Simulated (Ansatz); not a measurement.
# AlN: the cost of one run

Computed with Ansatz 0.2.0 (DFT PBE, scalar-relativistic, plane waves, PAW, unless a step's input says otherwise).

5 further runs of the same task are left out: 1 that didn't finish, 4 set aside as unsound or not needed.

## (1) The system as given

Symmetry: F-43m, No. 216, cubic system. Conventional cell: a = 4.403 Å, b = 4.403 Å, c = 4.403 Å, α = 90.00°, β = 90.00°, γ = 90.00°. Al (site symmetry -43m) has 4 N at 1.91 Å as nearest neighbours. Around N (site symmetry -43m) lie 4 Al at 1.91 Å.

Coordinates:

```cif
data_structure
_symmetry_space_group_name_H-M 'F-43m'
_symmetry_Int_Tables_number 216
_cell_length_a 4.4032
_cell_length_b 4.4032
_cell_length_c 4.4032
_cell_angle_alpha 90.000
_cell_angle_beta 90.000
_cell_angle_gamma 90.000
_cell_volume 85.37
loop_
_atom_site_label
_atom_site_type_symbol
_atom_site_symmetry_multiplicity
_atom_site_Wyckoff_symbol
_atom_site_fract_x
_atom_site_fract_y
_atom_site_fract_z
_atom_site_occupancy
Al1 Al 4 a 0.00000 0.00000 0.00000 1
N1 N 4 d 0.25000 0.75000 0.25000 1
```

It goes back to an entry of the Materials Project, which need not be the stable form.

It is built from the cell relaxed beforehand with the same method (10.67 Å³/atom).

## (2) The reference cell

The cell is repeated 4 times, 8 atoms in all. The reference gives a free energy of -3696.8439 eV, pressure 0.00 GPa, largest force 0.000 eV/Å and gap on the mesh 3.31 eV. It was computed beforehand with the settings of the runs below.

## (3) Next: rattled cells

All atoms are moved at random with no net shift, in some cells together with a random strain.

## (4) At rms move = 0.207 Å

File input.yaml:

```yaml
crystal:
  lattice:
    - [3.9410569499, 0.0565654246, -0.0139212724]
    - [-0.0565654246, -4.5980132378, 0.0258720905]
    - [0.0139212724, 0.0258720905, -4.3414736592]
  atoms:
    - { symbol: Al, position: [0.0367988904, -0.0081370802, -0.0568732579] }
    - { symbol: Al, position: [0.4838996255, 0.4739607383, 0.036027224] }
    - { symbol: Al, position: [0.4934331002, 0.0459714644, 0.4800005681] }
    - { symbol: Al, position: [-0.0242890696, 0.48775749, 0.5032092293] }
    - { symbol: "N", position: [0.7627493772, 0.748751338, 0.7889491] }
    - { symbol: "N", position: [0.2376967455, 0.201425543, 0.7375781331] }
    - { symbol: "N", position: [0.2302806785, 0.7911191928, 0.2524409745] }
    - { symbol: "N", position: [0.7794306522, 0.2591513138, 0.2586680289] }
basis:
  ecutwfc: 420
kpoints:
  mp_grid: { grid: [6, 6, 6] }
hamiltonian:
  xc: pbe
scf:
  occupations: { method: gaussian, width: 0.05 }
output:
  forces: true
  stress: true
  eigenvalues: true
  write_density: true
  write_potential: true
  elf: true
  volumetric_format: npy
```

Command:

```bash
$ ansatz run input.yaml --threads 1 --pin off --max-ram 2560MiB --backend cpu --events-out ev --progress --plain --runs-dir out
```

**Question.** How long does this run take on 1 thread of Arm Neoverse N1, shared host, and how much memory does it need?

About 48 s, with a peak of 0.41 GiB.
